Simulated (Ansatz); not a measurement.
SrO: strain and displacement

```
CELL_PARAMETERS angstrom
0.00000 2.56980 2.56980
2.56980 0.00000 2.56980
2.56980 2.56980 0.00000
ATOMIC_POSITIONS crystal
Sr 0.00000 0.00000 0.00000
O 0.50000 0.50000 0.50000
```

Atoms are numbered in the order listed.

The conventional cell has a = 5.140 Å, b = 5.140 Å, c = 5.140 Å, α = 90.00°, β = 90.00°, γ = 90.00°. Sr (atom 1) is surrounded by 6 O at 2.57 Å. Around O (atom 2) lie 6 Sr at 2.57 Å.

The cell is COD entry 1100027, as deposited and not checked against the literature; nothing was relaxed. It is an old determination, and later ones may differ.

Theory: DFT, PBE, PAW with Ansatz's default frozen-core files, scalar-relativistic in Ansatz 0.2.0.

Numerical set-up: a Γ-centred 8×8×8 k mesh, Fermi–Dirac smearing of 0.02 eV, cutoff 420 eV, no spin polarisation.

The unchanged cell is at 2.92 GPa.

Semilocal functionals give too small gaps.

x, y and z are the Cartesian axes of the cell as listed; fractional coordinates follow a strain, and an engineering shear is twice the off-diagonal strain component.

Vzz stands for the principal value of largest size of the field-gradient tensor, whatever its axis.

Spin–orbit coupling is left out, which moves gradients at and beside heavy atoms by some per cent and at worst by a factor of two.

Problem. One change gave: energy change +0.9 meV/atom; stress change (xx, yy, zz, yz, xz, xy) 0.00, 0.00, 0.00, 0.53, 0.53, 0.53 GPa, compression positive; Vzz in 10²¹ V/m²: Sr1 0 → 0.77 (η = 0.00), O2 0 → -0.10 (η = 0.00); gap on the k mesh 3.31 → 3.29 eV. Which change was it?
A. z strained by -1 % at fixed volume
B. equal xy, yz and zx engineering shear strains of +1 %
C. equal xy, yz and zx engineering shear strains of -2 %
D. equal xy, yz and zx engineering shear strains of +3 %
E. equal xy, yz and zx engineering shear strains of -3 %
F. z strained by +4 % at fixed volume
G. equal xy, yz and zx engineering shear strains of -1 %
H. equal xy, yz and zx engineering shear strains of +2 %
I. atom 2 (O) moved by (0.1155, 0.1155, 0.1155) Å

Solution. G. For equal xy, yz and zx engineering shear strains of -3 %: energy change +7.6 meV/atom; stress change (xx, yy, zz, yz, xz, xy) -0.02, -0.02, -0.02, 1.49, 1.49, 1.49 GPa, compression positive; Vzz in 10²¹ V/m²: Sr1 0 → 2.25 (η = 0.00), O2 0 → -0.26 (η = 0.00); gap on the k mesh 3.31 → 3.24 eV. For equal xy, yz and zx engineering shear strains of +2 %: energy change +3.6 meV/atom; stress change (xx, yy, zz, yz, xz, xy) -0.01, -0.01, -0.01, -1.14, -1.14, -1.14 GPa, compression positive; Vzz in 10²¹ V/m²: Sr1 0 → -1.57 (η = 0.00), O2 0 → 0.21 (η = 0.00); gap on the k mesh 3.31 → 3.28 eV. For equal xy, yz and zx engineering shear strains of -2 %: energy change +3.5 meV/atom; stress change (xx, yy, zz, yz, xz, xy) -0.01, -0.01, -0.01, 1.02, 1.02, 1.02 GPa, compression positive; Vzz in 10²¹ V/m²: Sr1 0 → 1.52 (η = 0.00), O2 0 → -0.18 (η = 0.00); gap on the k mesh 3.31 → 3.27 eV. For equal xy, yz and zx engineering shear strains of +1 %: energy change +0.9 meV/atom; stress change (xx, yy, zz, yz, xz, xy) 0.00, 0.00, 0.00, -0.56, -0.56, -0.56 GPa, compression positive; Vzz in 10²¹ V/m²: Sr1 0 → -0.78 (η = 0.00), O2 0 → 0.10 (η = 0.00); gap on the k mesh 3.31 → 3.30 eV. For equal xy, yz and zx engineering shear strains of +3 %: energy change +8.3 meV/atom; stress change (xx, yy, zz, yz, xz, xy) -0.02, -0.02, -0.02, -1.75, -1.75, -1.75 GPa, compression positive; Vzz in 10²¹ V/m²: Sr1 0 → -2.36 (η = 0.00), O2 0 → 0.34 (η = 0.00); gap on the k mesh 3.31 → 3.26 eV. For z strained by -1 % at fixed volume: energy change +1.1 meV/atom; stress change (xx, yy, zz, yz, xz, xy) -0.65, -0.65, 1.45, 0.00, 0.00, 0.00 GPa, compression positive; Vzz in 10²¹ V/m²: Sr1 0 → -1.58 (η = 0.00), O2 0 → -0.50 (η = 0.00); gap on the k mesh 3.31 → 3.24 eV. For z strained by +4 % at fixed volume: energy change +15.7 meV/atom; stress change (xx, yy, zz, yz, xz, xy) 3.16, 3.16, -4.23, 0.00, 0.00, 0.00 GPa, compression positive; Vzz in 10²¹ V/m²: Sr1 0 → 5.81 (η = 0.00), O2 0 → 1.86 (η = 0.00); gap on the k mesh 3.31 → 3.20 eV. For atom 2 (O) moved by (0.1155, 0.1155, 0.1155) Å: energy change +22.2 meV/atom; stress change (xx, yy, zz, yz, xz, xy) 1.02, 1.02, 1.02, -0.21, -0.21, -0.21 GPa, compression positive; change of the force on O2 (-0.263, -0.263, -0.263) eV/Å; Vzz in 10²¹ V/m²: Sr1 0 → 1.17 (η = 0.00), O2 0 → 0.27 (η = 0.00); gap on the k mesh 3.31 → 3.63 eV.

Problem. What force constant does this one finite step give for O2 along its displacement (all its periodic images move with it)?

Solution. k = −ΔF·u/|u|² = 2.28 eV/Å², so the force pulls the atom back.
